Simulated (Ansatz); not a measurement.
Ge:

```
Ge
1.0
     1.48805   -2.59469    0.00000
     1.48805    2.59469    0.00000
     0.00000    0.00000    4.72760
Ge
2
Direct
  0.33345 0.66655 0.25000
  0.66655 0.33345 0.75000
```

This isn't the form of Ge at room conditions, which is diamond.

```yaml
Program: Ansatz 0.2.0
Task: relaxation of cell and atoms
Functional: revPBE
Dispersion: D3(BJ)
Potentials_or_basis: Ansatz PAW
Cutoff: "420 eV (not typed: the program's choice for these potentials)"
k_mesh: 10 × 10 × 6
Occupations: fermi-dirac, width 0.05 eV
Spin: no spin polarisation
```

At the start: volume 18.25 Å³/atom.

Problem. Where does the relaxation end?

Solution. It ends after 19 steps and the volume is 18.15 Å³/atom (-0.5 %); space group P6/mmm (No. 191, to 0.05 Å).

The path:
```tsv
step	energy change (eV)	largest force (eV/Å)	volume (Å³)
1	0.0000	0.0007	36.51
2	-0.0069	0.0064	35.90
3	-0.0073	0.0085	36.11
4	-0.0076	0.0101	36.14
5	-0.0079	0.0119	36.05
6	-0.0082	0.0107	35.99
7	-0.0129	0.0410	35.76
8	-0.0238	0.1109	35.87
9	-0.0551	0.0332	35.78
10	-0.1148	0.0316	36.00
11	-0.1302	0.0014	36.55
12	-0.1371	0.0069	36.68
13	-0.1400	0.0053	36.42
14	-0.1430	0.0035	36.34
15	-0.1435	0.0024	36.27
16	-0.1435	0.0010	36.27
17	-0.1446	0.0010	36.27
18	-0.1446	0.0003	36.31
19	-0.1446	0.0003	36.31
```

Final structure:
```
Ge
1.0
     1.41936   -2.45771    0.00000
     1.41936    2.45771    0.00000
     0.00000    0.00000    5.20419
Ge
2
Cartesian
  1.4194 0.0013 1.3010
  1.4194 -0.0013 3.9031
```

Caveat: the plane-wave basis is chosen anew once the cell has moved, so the energies of steps on either side of that aren't comparable; pairwise dispersion overbinds metals, which lowers pressure and volume; the PAW data sets come from PBE, with cores solved anew for the run's functional, which leaves a small shift of forces and pressure.
